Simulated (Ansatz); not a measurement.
Here is an Ansatz 0.2.0 calculation.

The input input.yaml:

```yaml
crystal:
  lattice:
    - [2.8107494552, 0.0, 0.0]
    - [0.0, 2.8107494552, 0.0]
    - [0.0, 0.0, 3.685]
  atoms:
    - { symbol: Au, position: [0.0, 0.0, 0.0] }
    - { symbol: Cu, position: [0.5, 0.5, 0.5] }
hamiltonian:
  xc: pbesol
  pseudopotentials: { kind: paw, source: jth, xc_functional: pbe }
kpoints:
  mp_grid: { grid: [9, 9, 7] }
  band_path:
    path:
      - [[0.0, 0.0, 0.0], [0.0, 0.5, 0.0], [0.5, 0.5, 0.0], [0.0, 0.0, 0.0], [0.0, 0.0, 0.5], [0.0, 0.5, 0.5], [0.5, 0.5, 0.5], [0.0, 0.0, 0.5]]
      - [[0.0, 0.5, 0.0], [0.0, 0.5, 0.5]]
      - [[0.5, 0.5, 0.0], [0.5, 0.5, 0.5]]
    npoints: 14
scf:
  occupations: { method: fermi_dirac, width: 0.05 }
  n_extra_bands: 6
output:
  forces: true
  stress: true
  eigenvalues: true
  fatbands: false
  write_density: true
  write_potential: true
  elf: true
  volumetric_format: npy
```

Potentials or basis: JTH PAW.

Launch:

```bash
$ ansatz run input.yaml --threads 2 --pin off --max-ram 5632MiB --backend cpu --events-out ev --progress --plain --runs-dir out
```

**Question.** What does it give for the band gap on the k mesh?

**Answer.** None (metal or under the smearing width).

**Question.** Predict the pressure.

**Answer.** -3.6 GPa.

Stress tensor (GPa, compression positive):
```
-3.41  0.00  0.00
 0.00 -3.41  0.00
 0.00  0.00 -3.94
```

Caveat: spin-orbit coupling is left out, which moves the levels of the heavy elements.
